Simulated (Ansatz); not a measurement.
# Response of AlN to small distortions

```yaml
crystal:
  lattice:
    - [0.00000, 1.97800, 1.97800]
    - [1.97800, 0.00000, 1.97800]
    - [1.97800, 1.97800, 0.00000]
  atoms:
    - { symbol: Al, position: [0.00000, 0.00000, 0.00000] }
    - { symbol: N, position: [0.50000, 0.50000, 0.50000] }
```

Atoms are numbered in the order listed.

The cell comes from COD entry 1523095, which wasn't checked; take it as a given geometry.

Theory: Ansatz 0.2.0, DFT, PBE, all-electron PAW with datasets made for the crystal, scalar-relativistic.

Settings: a Γ-centred 10×10×10 k mesh, Fermi–Dirac smearing of 0.02 eV, cutoff 380 eV (chosen by the program for this cell), no spin polarisation.

The unchanged cell is at 25.5 GPa.

Semilocal functionals give too small gaps.

x, y and z are the Cartesian axes of the cell as listed; fractional coordinates follow a strain, and an engineering shear is twice the off-diagonal strain component.

Vzz stands for the principal value of largest size of the field-gradient tensor, whatever its axis.

Q: With this change (equal xy, yz and zx engineering shear strains of -3 %), what becomes of the energy and stress and field gradients and gap?

A: Energy change +23 meV/atom; stress change (xx, yy, zz, yz, xz, xy) 0.39, 0.39, 0.39, 9.85, 9.85, 9.85 GPa, compression positive; Vzz in 10²¹ V/m²: Al1 0 → 0.23 (η = 0.00), N2 0 → -1.24 (η = 0.00); gap on the k mesh 5.19 → 4.30 eV.

Q: With this change (equal xy, yz and zx engineering shear strains of -1 %), what becomes of the energy and stress and field gradients and gap?

A: Energy change +3 meV/atom; stress change (xx, yy, zz, yz, xz, xy) 0.04, 0.04, 0.04, 3.39, 3.39, 3.39 GPa, compression positive; Vzz in 10²¹ V/m²: Al1 0 → 0.07 (η = 0.00), N2 0 → -0.42 (η = 0.00); gap on the k mesh 5.19 → 4.91 eV.

Q: With this change (equal xy, yz and zx engineering shear strains of +2 %), what becomes of the energy and stress and field gradients and gap?

A: Energy change +10 meV/atom; stress change (xx, yy, zz, yz, xz, xy) 0.18, 0.18, 0.18, -7.06, -7.06, -7.06 GPa, compression positive; Vzz in 10²¹ V/m²: Al1 0 → -0.15 (η = 0.00), N2 0 → 0.87 (η = 0.00); gap on the k mesh 5.19 → 4.74 eV.

With equal xy, yz and zx engineering shear strains of -2 %: energy change +10 meV/atom; stress change (xx, yy, zz, yz, xz, xy) 0.17, 0.17, 0.17, 6.67, 6.67, 6.67 GPa, compression positive; Vzz in 10²¹ V/m²: Al1 0 → 0.15 (η = 0.00), N2 0 → -0.84 (η = 0.00); gap on the k mesh 5.19 → 4.60 eV.

With equal xy, yz and zx engineering shear strains of +1 %: energy change +3 meV/atom; stress change (xx, yy, zz, yz, xz, xy) 0.04, 0.04, 0.04, -3.48, -3.48, -3.48 GPa, compression positive; Vzz in 10²¹ V/m²: Al1 0 → -0.07 (η = 0.00), N2 0 → 0.43 (η = 0.00); gap on the k mesh 5.19 → 4.98 eV.

With equal xy, yz and zx engineering shear strains of +3 %: energy change +24 meV/atom; stress change (xx, yy, zz, yz, xz, xy) 0.40, 0.40, 0.40, -10.73, -10.73, -10.73 GPa, compression positive; Vzz in 10²¹ V/m²: Al1 0 → -0.22 (η = 0.00), N2 0 → 1.32 (η = 0.00); gap on the k mesh 5.19 → 4.49 eV.
